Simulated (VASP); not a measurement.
A VASP calculation is set up with these files.

POSCAR:
```
InN
1
    0.0000000000     2.5398000000     2.5398000000
    2.5398000000     0.0000000000     2.5398000000
    2.5398000000     2.5398000000     0.0000000000
In N
1 1
Direct
  0.0000000000   0.0000000000   0.0000000000
  0.2500000000   0.2500000000   0.2500000000
```

**KPOINTS**
```
Automatic mesh
0
Gamma
7 7 7
0 0 0
```

INCAR:
```
SYSTEM = InN
PREC = Accurate
ENCUT = 520
EDIFF = 1E-6
NELM = 100
ALGO = Normal
LREAL = .FALSE.
LASPH = .TRUE.
ISMEAR = 0
SIGMA = 0.05
GGA = PE
LMAXMIX = 4
LWAVE = .FALSE.
LCHARG = .FALSE.
ISIF = 2
ISPIN = 2
MAGMOM = 1.0 1.0 1.0
```

POTCAR, in this order: In_d N (PBE.64 set). Program: vasp_std.

Q: One choice in this input is risky. Which, and does it do harm here?

A: The risk: MAGMOM holds more values than there are atoms. Here it does no harm: the run (PBE GGA, plane waves, VASP's PBE PAW potentials (set 64)) converges to the same energy and pressure as with the safe setting.
### OSZICAR
```
       N       E                     dE             d eps       ncg     rms          rms(c)
DAV:   1     0.124759207096E+03    0.12476E+03   -0.90330E+03  1134   0.169E+03
DAV:   2    -0.227516829973E+01   -0.12703E+03   -0.12021E+03  1282   0.354E+02
DAV:   3    -0.121332461168E+02   -0.98581E+01   -0.97191E+01  1332   0.100E+02
DAV:   4    -0.123658265340E+02   -0.23258E+00   -0.23247E+00  1276   0.168E+01
DAV:   5    -0.123759500780E+02   -0.10124E-01   -0.10123E-01  1540   0.317E+00    0.117E+01
DAV:   6    -0.106990051219E+02    0.16769E+01   -0.77064E+00  1698   0.456E+01    0.559E+00
DAV:   7    -0.106970470196E+02    0.19581E-02   -0.56511E-01  1196   0.914E+00    0.232E+00
DAV:   8    -0.106857134351E+02    0.11334E-01   -0.84877E-02  1240   0.263E+00    0.133E+00
DAV:   9    -0.106807739504E+02    0.49395E-02   -0.54358E-03  1272   0.111E+00    0.462E-01
DAV:  10    -0.106806465077E+02    0.12744E-03   -0.18659E-03  1578   0.575E-01    0.217E-01
DAV:  11    -0.106808576176E+02   -0.21111E-03   -0.28293E-04  1246   0.161E-01    0.112E-01
DAV:  12    -0.106809588728E+02   -0.10126E-03   -0.78249E-05  1192   0.907E-02    0.222E-02
DAV:  13    -0.106809593788E+02   -0.50601E-06   -0.65012E-06  1306   0.317E-02
   1 F= -.10680959E+02 E0= -.10680847E+02  d E =-.224875E-03  mag=     0.0001
```

The compound is InN in the zinc blende structure, a metastable form; wurtzite is the usual one. The cell was not relaxed at this level.
